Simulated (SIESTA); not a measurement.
This SIESTA 5.4.2 run on As needs a look.

The input As.fdf:

```
SystemName                      Arsenolamprite
SystemLabel                     As
NumberOfSpecies                 1
NumberOfAtoms                   2
%block ChemicalSpeciesLabel
  1  33 As
%endblock ChemicalSpeciesLabel

LatticeConstant                 1.0 Ang
%block LatticeVectors
     1.8807968987     1.0858785957     3.5140619945
    -1.8807968987     1.0858785957     3.5140619945
     0.0000000000    -2.1717571915     3.5140619945
%endblock LatticeVectors
AtomicCoordinatesFormat         Fractional
%block AtomicCoordinatesAndAtomicSpecies
     0.2260000000     0.2260000000     0.2260000000  1  As
     0.7740000000     0.7740000000     0.7740000000  1  As
%endblock AtomicCoordinatesAndAtomicSpecies

%block kgrid.MonkhorstPack
    9   0   0  0.0
    0   9   0  0.0
    0   0   9  0.0
%endblock kgrid.MonkhorstPack
XC.Functional                   GGA
XC.Authors                      PBE
PAO.BasisSize                   DZP
PAO.EnergyShift                 0.003 Ry
Mesh.Cutoff                     30 Ry
OccupationFunction              FD
ElectronicTemperature           0.05 eV
MaxSCFIterations                100
SCF.MustConverge                false
SCF.Mixer.Method                Pulay
SCF.Mixer.Weight                0.25
SCF.Mixer.History               8
SCF.DM.Tolerance                5.0e-05
SCF.H.Tolerance                 1.0e-03 eV
WriteForces                     true
Charge.Mulliken                 end
%block PAO.Basis
  As 4
  n=4 0 2
    5.512 0.000
  n=4 1 2
    7.356 0.000
  n=3 2 2
    2.890 0.000
  n=4 2 1
    7.356
%endblock PAO.Basis
```

Potentials or basis: PseudoDojo 0.4 standard (PBE files), DZP (energy shift 0.003 Ry; two zetas on semicore shells).

Command:

```sh
$ siesta < As.fdf > As.out 2>&1
```

As.out:

```text
Version         : 5.4.2

                           ***********************
                           *  WELCOME TO SIESTA  *
                           ***********************

 NOTE: Siesta V5 introduces some new defaults for basis-set generation
 NOTE: which might lead to slightly different numerical results.
 NOTE: Please see the manual for full details and compatibility measures.

reinit: Reading from standard input
reinit: Dumping input in INPUT_TMP.79450
************************** Dump of input data file ****************************
SystemName                      Arsenolamprite
SystemLabel                     As
NumberOfSpecies                 1
NumberOfAtoms                   2
%block ChemicalSpeciesLabel
  1  33 As
%endblock ChemicalSpeciesLabel
LatticeConstant                 1.0 Ang
%block LatticeVectors
     1.8807968987     1.0858785957     3.5140619945
    -1.8807968987     1.0858785957     3.5140619945
     0.0000000000    -2.1717571915     3.5140619945
%endblock LatticeVectors
AtomicCoordinatesFormat         Fractional
%block AtomicCoordinatesAndAtomicSpecies
     0.2260000000     0.2260000000     0.2260000000  1  As
     0.7740000000     0.7740000000     0.7740000000  1  As
[... 511 lines left out ...]
siesta:     0.000000   -0.000000   -2.369782

siesta: Cell volume =         43.060973 Ang**3

siesta: Pressure (static):
siesta:                Solid            Molecule  Units
siesta:           0.00574871         -0.05514195  Ry/Bohr**3
siesta:           0.52782249         -5.06290020  eV/Ang**3
siesta:         845.66486641      -8111.66040355  kBar

Basis Enthalpy Calculation:
    Basis Pressure for species 1(As) :      0.2000000 GPa

    Orbital volume contribution        =           1.792050 eV
    (Free)E + p_basis*V_orbitals       =       -5786.591091 eV
    (Free)Eharris+ p_basis*V_orbitals  =       -5786.591091 eV

mulliken: Atomic and Orbital Populations:

Species: As
Atom  Qatom  Qorb
               4s      4s      4py     4pz     4px     4py     4pz     4px
               3dxy    3dyz    3dz2    3dxz    3dx2-y2 3dxy    3dyz    3dz2
               3dxz    3dx2-y2 4dxy    4dyz    4dz2    4dxz    4dx2-y2
   1 15.000   1.764   0.072   0.406   0.660   0.406   0.405   0.340   0.405
              2.042   2.288   1.401   2.288   2.042  -0.033  -0.275   0.593

             -0.275  -0.033   0.091   0.107   0.110   0.107   0.091
   2 15.000   1.764   0.072   0.406   0.660   0.406   0.405   0.340   0.405
              2.042   2.288   1.401   2.288   2.042  -0.033  -0.275   0.593

             -0.275  -0.033   0.091   0.107   0.110   0.107   0.091

mulliken: Qtot =       30.000

Mulliken Atomic Populations:
Atom #   charge [q] valence [e]  Species
     1     0.000000   15.000000  As
     2    -0.000000   15.000000  As
 Total     0.000000

Job completed
```

**Question.** How did it end, and where is the flaw?

**Answer.** The calculation finished and met its thresholds. The input holds a flaw that was put in on purpose: mesh cutoff far too low (Mesh.Cutoff = 30 Ry). The program doesn't stop on it, so the numbers can't be trusted though the run ends normally.

A sound run on the same cell differs in these lines of the main input:
```diff
@@ -30 +30 @@
-Mesh.Cutoff                     30 Ry
+Mesh.Cutoff                     500 Ry
@@ -33 +33 @@
-MaxSCFIterations                100
+MaxSCFIterations                120
```
